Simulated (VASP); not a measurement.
# ZnO (zincite) (P6_3mc) in VASP: further runs, part 3 of 3

VASP 6.6.1. Earlier steps stand in the parts before.

## 6. Dielectric tensor, PBE

Input file INCAR:

```
PREC     = Accurate       # precision mode
ENCUT    = 280            # plane-wave cutoff, eV
EDIFF    = 1E-8           # SCF threshold, eV
ISMEAR   = 0              # smearing method
SIGMA    = 0.01           # smearing width, eV
LREAL    = False          # projectors in reciprocal space
LASPH    = True           # aspherical terms in the spheres
NELM     = 100            # most SCF steps
ALGO     = Normal         # electronic algorithm
ISIF     = 2              # what is computed and relaxed
LWAVE    = False          # write WAVECAR
LCHARG   = False          # write CHGCAR
GGA      = PE             # functional
LEPSILON = True           # dielectric tensor by DFPT
```

Input file KPOINTS:

```
Automatic mesh
0
Gamma
  5 5 3
```

Input file POSCAR:

```
ZnO
1.0
    3.2493080000      0.0000000000      0.0000000000
   -1.6246540000      2.8139832727      0.0000000000
    0.0000000000      0.0000000000      5.2057090000
Zn O
2 2
Direct
    0.6666666667      0.3333333333      0.0000000000
    0.3333333333      0.6666666667      0.5000000000
    0.3333333333      0.6666666667      0.8790100000
    0.6666666667      0.3333333333      0.3790100000
```

Potentials or basis: VASP PAW PBE potentials, release 64 (Zn, O).

Run with:

```console
$ cat potpaw_PBE.64/Zn/POTCAR potpaw_PBE.64/O/POTCAR > POTCAR
$ mpirun -np 1 vasp_std > vasp.out
```

OUTCAR:

```text
PREC = Accurate
   ENCUT = 280
   EDIFF = 1E-8
   ISMEAR = 0
   LREAL = False
   LASPH = True
   NELM = 100
   ISIF = 2
   GGA = PE
   LEPSILON = True

 Found     10 irreducible k-points:

 Following reciprocal coordinates:
            Coordinates               Weight
  0.000000  0.000000  0.000000      1.000000
  0.200000 -0.000000  0.000000      6.000000
  0.400000 -0.000000  0.000000      6.000000
  0.200000  0.200000  0.000000      6.000000
  0.400000  0.200000  0.000000      6.000000
  0.000000  0.000000  0.333333      2.000000
   k-points           NKPTS =     10   k-points in BZ     NKDIM =     10   number of bands    NBANDS=     22
   number of dos      NEDOS =    301   number of ions     NIONS =      4
   total plane-waves  NPLWV =   9072
   dimension x,y,z NGX =    18 NGY =   18 NGZ =   28
   dimension x,y,z NGXF=    36 NGYF=   36 NGZF=   56
   ions per type =               2   2
   NGX,Y,Z   is equivalent  to a cutoff of   9.21,  9.21,  8.94 a.u.
   NGXF,Y,Z  is equivalent  to a cutoff of  18.42, 18.42, 17.88 a.u.
 SYSTEM =  unknown system
   PREC   = accura    normal or accurate (medium, high low for compatibility)
   ISTART =      0    job   : 0-new  1-cont  2-samecut
   ICHARG =      2    charge: 1-file 2-atom 10-const
   ISPIN  =      1    spin polarized calculation?
   LNONCOLLINEAR =      F non collinear calculations
   LSORBIT =      F    spin-orbit coupling
   LASPH  =      T    aspherical Exc in radial PAW
   ENCUT  =  280.0 eV  20.58 Ry    4.54 a.u.   4.43  4.43  7.10*2*pi/ulx,y,z
   NELM   =    100;   NELMIN=  2; NELMDL= -5     # of ELM steps
   EDIFF  = 0.1E-07   stopping-criterion for ELM
   LREAL  =      F    real-space projection
   EDIFFG = 0.1E-06   stopping-criterion for IOM
   NSW    =      0    number of steps for IOM
   IBRION =     -1    ionic relax: 0-MD 1-quasi-New 2-CG
   NFREE  =      0    steps in history (QN), initial steepest desc. (CG)
   ISIF   =      2    stress and relaxation
   ISYM   =      2    0-nonsym 1-usesym 2-fastsym
   POTIM  = 0.5000    time-step for ionic-motion
   TEBEG  =    0.0;   TEEND  =   0.0 temperature during run
   PSTRESS=    0.0 pullay stress
   NELECT =      36.0000    total number of electrons
   NUPDOWN=      -1.0000    fix difference up-down
   EMIN   =  10.00;   EMAX   =-10.00  energy-range for DOS
   EFERMI =   0.00;   METHOD = LEGACY
   ISMEAR =     0;   SIGMA  =   0.01  broadening in eV -4-tet -1-fermi 0-gaus
   EFERMI_NEDOS =   21; number of points for ismear=-14 and -15
   IALGO  =     38    algorithm
   IMIX   =      4    mixing-type and parameters
     AMIX     =   0.40;   BMIX     =  1.00
     AMIX_MAG =   1.60;   BMIX_MAG =  1.00
  volume/ion in A,a.u.               =      11.90        80.30
  Fermi-wavevector in a.u.,A,eV,Ry     =   1.491574  2.818667 30.270160  2.224794
  Thomas-Fermi vector in A             =   2.604212
   LORBIT       =      0    0 simple, 1 ext, 2 COOP (PROOUT), +10 PAW based schemes
   GGA     = PE    functional components
   LHFCALC =     F    Hartree Fock is set to
   AEXX    =    0.0000 exact exchange contribution
   IVDW    =     0    specifies the selected vdW correction
   LEPSILON=     T    determine dielectric tensor
   LRPA    =     F    only Hartree local field effects (RPA)
 non-spin polarized calculation
 Gauss-broadening in eV      SIGMA  =   0.01
  energy-cutoff  :      280.00
  volume of cell :       47.60
[... 171 lines left out ...]
  Total      -11.1535227    -11.1535227    -10.7131080      0.0000000      0.0000000      0.0000000
  in kB     -375.4311978   -375.4311978   -360.6066965      0.0000000      0.0000000      0.0000000
  external PRESSURE =    -370.4896974 kB  Pullay stress =       0.0000000 kB

 VOLUME and BASIS-vectors are now :
 -----------------------------------------------------------------------------
  energy-cutoff  :      280.00
  volume of cell :       47.60
      direct lattice vectors                 reciprocal lattice vectors
     3.249308000  0.000000000  0.000000000     0.307757836  0.177684070  0.000000000
    -1.624654000  2.813983273  0.000000000     0.000000000  0.355368139  0.000000000
     0.000000000  0.000000000  5.205709000     0.000000000  0.000000000  0.192096792

 POSITION                                       TOTAL-FORCE (eV/Angst)
 -----------------------------------------------------------------------------------
      1.62465      0.93799      0.00000        -0.000000      0.000000     -0.069934
     -0.00000      1.87599      2.60285         0.000000      0.000000     -0.069934
     -0.00000      1.87599      4.57587         0.000000     -0.000000      0.069934
      1.62465      0.93799      1.97302        -0.000000      0.000000      0.069934
 -----------------------------------------------------------------------------------
    total drift:                               -0.000002     -0.000003      0.002508

  FREE ENERGIE OF THE ION-ELECTRON SYSTEM (eV)
  ---------------------------------------------------
  free  energy   TOTEN  =       -18.1783649582 eV

  energy  without entropy=      -18.1783649582  energy(sigma->0) =      -18.17836496

 HEAD OF MICROSCOPIC STATIC DIELECTRIC TENSOR (INDEPENDENT PARTICLE, excluding Hartree and local field effects)
 ------------------------------------------------------
          11.243617     0.000000    -0.000000
           0.000000    11.243617    -0.000000
          -0.000000     0.000000    10.017384
 ------------------------------------------------------

 Free energy of the ion-electron system (eV)
  ---------------------------------------------------
  ---------------------------------------------------
  free energy    TOTEN  =        -1.37620034 eV

  energy without entropy =       -1.37620034

------------------------ aborting loop because EDIFF is reached ----------------------------------------

--------------------------------------- Ionic step        2  -------------------------------------------

------------------------ aborting loop because EDIFF is reached ----------------------------------------

--------------------------------------- Ionic step        3  -------------------------------------------

 Free energy of the ion-electron system (eV)
  ---------------------------------------------------
  ---------------------------------------------------
  free energy    TOTEN  =        -1.21433918 eV

  energy without entropy =       -1.21433918

------------------------ aborting loop because EDIFF is reached ----------------------------------------

 PIEZOELECTRIC TENSOR FIELD DIRECTION 3  (e Angst)
 -----------------------------------------------------------------------------
     1.23727  0.00000 -0.00000           (  0.04427  0.00000 -0.00000)
     0.00000  1.23727  0.00000           (  0.00000  0.04427 -0.00000)
    -0.00000 -0.00000 -2.48886           ( -0.00000 -0.00000 -0.10974)

 PIEZOELECTRIC TENSOR FIELD DIRECTION 3  (C/m^2)
 -----------------------------------------------------------------------------
     0.41647  0.00000 -0.00000
     0.00000  0.41647  0.00000
    -0.00000 -0.00000 -0.83776

 MACROSCOPIC STATIC DIELECTRIC TENSOR (including local field effects in DFT)
 ------------------------------------------------------
          11.109073     0.000000     0.000000
          -0.000000    11.109073     0.000000
           0.000000     0.000000     9.909857
 ------------------------------------------------------

 PIEZOELECTRIC TENSOR (including local field effects)  for field in x, y, z        (e  Angst)
          XX          YY          ZZ          XY          YZ          ZX
  --------------------------------------------------------------------------------
  x     0.00000    -0.00000     0.00000     0.00000     0.00000     1.33780
  y     0.00000     0.00000    -0.00000     0.00000     1.33780     0.00000
  z     1.23727     1.23727    -2.48886     0.00000     0.00000    -0.00000

 PIEZOELECTRIC TENSOR (including local field effects)  for field in x, y, z        (C/m^2)
          XX          YY          ZZ          XY          YZ          ZX
  --------------------------------------------------------------------------------
  x     0.00000    -0.00000     0.00000     0.00000     0.00000     0.45031
  y     0.00000     0.00000    -0.00000     0.00000     0.45031     0.00000
  z     0.41647     0.41647    -0.83776     0.00000     0.00000    -0.00000

 BORN EFFECTIVE CHARGES (including local field effects) (in |e|, cummulative output)
 ---------------------------------------------------------------------------------
 ion    1
    1     2.30116     0.00000     0.00000
    2     0.00000     2.30116    -0.00000
    3     0.00000     0.00000     2.28513
 ion    2
    1     2.30116     0.00000     0.00000
    2    -0.00000     2.30116    -0.00000
    3     0.00000     0.00000     2.28513
 ion    3
    1    -2.30116     0.00000     0.00000
    2    -0.00000    -2.30116     0.00000
    3     0.00000    -0.00000    -2.28513
 ion    4
    1    -2.30116     0.00000     0.00000
    2    -0.00000    -2.30116     0.00000
    3     0.00000     0.00000    -2.28513
```

It took 53 s on 1 thread of Intel Xeon Platinum 8488C (Sapphire Rapids), shared host; peak memory 0.15 GiB.

The run converged, but a check on its numbers failed (symmetry, net force, bounds or a known fault of this set-up), so they aren't taken as properties of the crystal.

Caveat: the k mesh is coarse (spacing up to 0.45 Å⁻¹), so the values aren't converged; the cutoff lies under the usual one of these potentials, so the numbers hold a large basis-set error.

## 7. The reference run

An earlier run on the cell as given: functional PBE; potentials or basis VASP PAW PBE potentials, release 64 (Zn, O); cutoff 520 eV; k mesh 9 × 9 × 5; occupations fermi-dirac, width 0.05 eV; no spin polarisation.

- Pressure: 6.0 GPa
- Largest force: 0.074 eV/Å
- Band gap on the k mesh: 0.79 eV, direct

## 8. Overview

| task | level | cell | k mesh | cutoff (eV) | smearing | ions in elastic constants | gap on the mesh (eV) |
| --- | --- | --- | --- | --- | --- | --- | --- |
| elastic constants | PBEsol | relaxed | 7 × 7 × 4 | 600 | fermi-dirac 0.05 eV | relaxed | - |
| dielectric tensor | PBE | as given | 11 × 11 × 6 | 800 | gaussian 0.01 eV | - | 0.79 |
| single point | PBE | as given | 9 × 9 × 5 | 520 | fermi-dirac 0.05 eV | - | 0.79 |

Alike in all rows: potentials or basis VASP PAW PBE potentials, release 64 (Zn, O); no spin polarisation.

Caveats: the PAW data sets were made with another functional, which shifts forces and pressure a little (some runs).

Absolute energies hang on the potentials; compare differences alone.

## 9. Against experiment

Step 3. A measured gap of ZnO is 3.37 eV (quoted in “Electronic structure of alkaline earth and post-transition metal oxides”, 2009, arxiv:0908.1581); the calculated 0.79 eV misses it by -2.58 eV. So large a miss can be the level of theory's own, or it may mean another phase, state or a wrong row. The value is that of PBE, without temperature or zero-point motion. Semilocal functionals fall short of measured gaps as a rule.
